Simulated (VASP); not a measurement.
The system is GaAs.

```
As Ga
1.0
     0.00000    2.82685    2.82685
     2.82685    0.00000    2.82685
     2.82685    2.82685    0.00000
As Ga
1 1
Direct
  0.75000 0.75000 0.75000
  0.00000 0.00000 0.00000
```

| Item | Value |
| --- | --- |
| Program | VASP 6.6.1 |
| Task | relaxation of cell and atoms |
| Functional | vdW-DF2 |
| Potentials or basis | VASP PAW PBE potentials, release 64 (As, Ga_d) |
| Cutoff | 600 eV |
| k mesh | 8 × 8 × 8 |
| Occupations | fermi-dirac, width 0.05 eV |
| Spin | no spin polarisation |

At the start: pressure 9.0 GPa; volume 22.59 Å³/atom.

Task: How do energy, volume and symmetry change on relaxing?

Result: Over 3 steps the energy falls by 83.4 meV/atom and the volume is 25.98 Å³/atom (+15.0 %); space group F-43m (No. 216, to 0.05 Å).

Step by step:
```csv
step,energy change (eV),largest force (eV/Å),pressure (GPa),volume (Å³)
1,0.0000,0.0000,8.95,45.18
2,-0.1569,0.0000,-1.47,53.95
3,-0.1669,0.0000,0.05,51.96
```

Final structure:
```xyz
2
Lattice="0.0000 2.9618 2.9618 2.9618 0.0000 2.9618 2.9618 2.9618 0.0000" Properties=species:S:1:pos:R:3 pbc="T T T"
As    4.4426    4.4426    4.4426
Ga    0.0000    0.0000    0.0000
```

Caveat: the volume moved by over 15 % at a fixed basis, so the end points are rough; the PAW data sets were made with another functional, which shifts forces and pressure a little; the volume moved by +15 % from the deposited cell, more than functionals usually miss.
